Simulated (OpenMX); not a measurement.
## CdTe under changes of volume

One of the cells (32.922 Å³/atom); the others are scaled copies at fixed shape and fractional positions:

```
CELL_PARAMETERS angstrom
0.00000 3.20500 3.20500
3.20500 0.00000 3.20500
3.20500 3.20500 0.00000
ATOMIC_POSITIONS crystal
Te 0.75000 0.75000 0.75000
Cd 0.00000 0.00000 0.00000
```

```yaml
Program: OpenMX 3.8.5
Functional: PBE
Potentials_or_basis: OpenMX 2013 PBE set, Te7.0-s3p3d2f1, Cd7.0-s3p2d2f1, fixed grid of 50 × 50 × 50 points
k_mesh: 7 × 7 × 7
Occupations: fermi-dirac, width 0.05 eV
Spin: no spin polarisation
```

| volume (Å³/atom) | energy over the lowest point (meV/atom) | gap on the mesh (eV) |
| --- | --- | --- |
| 30.947 | 119.69 | 1.26 |
| 31.605 | 86.78 | 1.19 |
| 32.263 | 59.92 | 1.12 |
| 32.922 | 38.48 | 1.05 |
| 33.580 | ? | ? |
| 34.239 | 8.71 | 0.92 |
| 34.897 | 0.00 | 0.86 |

What does the run at 33.580 Å³/atom give?

Energy over the lowest point 21.48 meV/atom; gap on the mesh 0.99 eV.

Worked out: A Birch-Murnaghan fit of order 3 (a polynomial in V^(-2/3)) to the other rows has no minimum within the range. It gives 21.49 meV/atom at 33.580 Å³/atom, against the run's 21.48. A straight line through the other rows of the gap, of slope -3.34 eV per unit of ln V (its deformation potential), gives 0.99 eV, against the run's 0.99.

Energies are extrapolated to zero smearing.

Caveats: spin-orbit coupling is left out, which moves the levels of the heavy elements; the basis of atomic orbitals isn't converged, which shifts pressures, moduli and gaps.
